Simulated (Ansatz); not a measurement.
**WS₂: a jump of H**

Method: DFT PBE, scalar-relativistic, plane waves, PAW (Ansatz 0.2.0). (420 eV cutoff, 3×3×3 k-mesh, Gaussian smearing of 0.02 eV, collinear spin)

Host crystal, relaxed:

```
W S
1.0
     1.59387    0.92022    7.47445
    -1.59387    0.92022    7.47445
     0.00000   -1.84045    7.47445
W S
1 2
Direct
  0.00068 0.00068 0.00068
  0.40407 0.40407 0.40407
  0.26395 0.26395 0.26395
```

In a supercell of 12 host sites, interstitial H hops to an equivalent place, moving 1.21 Å between the relaxed ends. Climbing-image nudged elastic band at fixed cell with images 0 (start) to 6 (end), the path measured over all atoms, converged to 0.05 eV/Å; the order of the saddle wasn't checked, and the small cell leaves errors of about a tenth of an eV. Zero-point motion and tunnelling, which matter for H, are left out.

Supercell rows in host cell vectors: 0 -2 2; -2 0 2; -1 -1 1. H was set at (0.031, 0.031, 0.406) of the host cell.

At the relaxed start H has 1 S at 1.44 Å, 2 S at 2.56 Å, 2 W at 3.13 Å.

Spin-orbit coupling is left out, which matters for the bands and energies of heavy elements.

Q: How high is the barrier, and where does the atom pass?

A: 0.26 eV at image 3, where H has 2 S at 1.75 Å, 1 S at 2.58 Å, 1 W at 2.82 Å.

Cost: 1 run of about 29 core-minutes, on Intel Xeon Platinum 8488C (Sapphire Rapids) (shared hosts).